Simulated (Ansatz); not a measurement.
NF3 on a (111) slab of CoSi2 (Fm-3m (No. 225)), 6 planes, outer planes Si (top) and Si (bottom), 1 a cell of 48.7 Å², relaxed and still whole (its atoms last):

```
CELL_PARAMETERS angstrom
7.50131 0.00000 0.00000
-3.75066 6.49633 0.00000
0.00000 0.00000 23.10210
ATOMIC_POSITIONS crystal
Si 0.50000 0.50000 0.34629
Si 0.50000 0.00000 0.34629
Si 0.00000 0.50000 0.34629
Si 0.00000 0.00000 0.34629
Co 0.33333 0.16667 0.37943
Co 0.33333 0.66667 0.37943
Co 0.83333 0.16667 0.37943
Co 0.83333 0.66667 0.37943
Si 0.66667 0.33333 0.41257
Si 0.66667 0.83333 0.41257
Si 0.16667 0.33333 0.41257
Si 0.16667 0.83333 0.41257
Si 0.83306 0.66697 0.47744
Si 0.83303 0.16609 0.47744
Si 0.33391 0.66694 0.47744
Si 0.33333 0.16667 0.47741
Co 0.66660 0.33333 0.51336
Co 0.66667 0.83333 0.51363
Co 0.16667 0.33327 0.51336
Co 0.16673 0.83340 0.51336
Si 0.00000 0.50000 0.54305
Si 0.00040 0.00017 0.54408
Si 0.49977 0.49960 0.54408
Si 0.49983 0.00023 0.54408
F 0.82984 0.33594 0.71042
N 0.00000 0.50000 0.68369
F 0.00610 0.67016 0.71042
F 0.16406 0.49390 0.71042
```

All numbers below come from DFT PBE+D3(BJ), scalar-relativistic, plane waves, PAW in Ansatz. Cutoff 420 eV; k points 3×3×1 on the computed 28-atom cell (Γ-centred); Gaussian smearing, width 0.10 eV; no spin polarisation. A dipole correction removes the field between periodic images along c.

It binds with 0.11 eV a molecule against the clean slab and the free molecule (no zero-point or thermal terms); its shortest contact is N–Si 3.25 Å. Take first-order desorption with no barrier to adsorption, no reaction on the face and an assumed prefactor of 10^13 s⁻¹.

**Question.** How long does a molecule stay at 573 K?

**Answer.** τ = ν⁻¹·exp(E/k_BT) with k_BT = 0.0494 eV: E/k_BT = 2.2, so τ ≈ 9×10^-13 s. At about one hit a site a second (10⁻⁶ mbar) the coverage is near τ × 1 s⁻¹, so a layer needs more than atmospheric pressure.

**Question.** Where does its peak lie in a desorption experiment heated at 2 K/s?

**Answer.** The peak obeys E/(k_B·T_p²) = (ν/β)·exp(−E/k_BT_p). Solving gives T_p ≈ 43 K (E/k_BT_p = 29.6). An error of 0.1 eV in E moves it by about 39 K, and larger molecules have larger prefactors, which lowers it.

**Question.** Is this physisorption or chemisorption?

**Answer.** The tightest contact, N–Si 3.25 Å, is 1.79 times the sum of covalent radii, and deformation and lateral interaction add up to 0.00 eV; under 0.01 e cross the plane between them. This is physisorption.